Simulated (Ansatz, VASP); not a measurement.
# One calculation of Nb, two programs

The input POSCAR:

```
Nb
1.0
    0.0000000000      2.0515500000      2.0515500000
    2.0515500000      0.0000000000      2.0515500000
    2.0515500000      2.0515500000      0.0000000000
Nb
1
Direct
    0.0000000000      0.0000000000      0.0000000000
```

File INCAR.step1:

```
SYSTEM = Nb
PREC = Accurate
ENCUT = 520
ISMEAR = 0
SIGMA = 0.15
LREAL = .FALSE.
LASPH = .TRUE.
NELM = 60
NBANDS = 12
GGA = PE
ALGO = Normal
EDIFF = 1E-4
LWAVE = .TRUE.
LCHARG = .FALSE.
```

Contents of INCAR.step2:

```
SYSTEM = Nb
PREC = Accurate
ENCUT = 520
EDIFF = 1E-6
ISMEAR = 0
SIGMA = 0.15
LREAL = .FALSE.
LASPH = .TRUE.
NELM = 60
ALGO = Normal
ISIF = 2
LWAVE = .FALSE.
LCHARG = .FALSE.
METAGGA = R2SCAN
LMIXTAU = .TRUE.
NBANDS = 12
ISTART = 1
```

File KPOINTS:

```
Automatic mesh
0
G
  20 20 20
  0 0 0
```

Input for Ansatz:

```yaml
crystal:
  lattice:
    - [0.0, 2.05155, 2.05155]
    - [2.05155, 0.0, 2.05155]
    - [2.05155, 2.05155, 0.0]
  atoms:
    - { symbol: Nb, position: [0.0, 0.0, 0.0] }
basis:
  ecutwfc: 500
kpoints:
  mp_grid: { grid: [20, 20, 20] }
hamiltonian:
  xc: r2scan
scf:
  occupations: { method: gaussian, width: 0.15 }
output:
  forces: true
  stress: true
  eigenvalues: true
```

Change from the starting cell: strain -0.030 along x and y, -0.030 along z, atoms carried along.

Alike in both runs: task single point; functional r2SCAN; k mesh 20 × 20 × 20; occupations gaussian, width 0.15 eV; no spin polarisation.

|  | VASP | Ansatz |
| --- | --- | --- |
| version | VASP 6.6.1 | Ansatz 0.2.0 |
| potentials or method | VASP PAW PBE potentials, release 64 (Nb_sv) | scalar-relativistic, plane waves, PAW |
| plane-wave cutoff (eV) | 520 | 500 |
| valence electrons in the cell | 13 | 13 |

Ansatz gave:

| Quantity | Value |
| --- | --- |
| gap on the k mesh at the Fermi level (eV) | none |
| pressure (GPa) | 15.2 |

Task: Estimate VASP's values.

Result: gap on the k mesh at the Fermi level (eV): none; pressure (GPa): 15.1.

A gap of «none» marks a metal or a gap that the smearing closes.

Caveats: so large a pressure means that the cell lies far from this level's equilibrium, or that cutoff or potentials fall short (VASP); the potentials were made for another functional, which shifts forces and pressure (VASP).
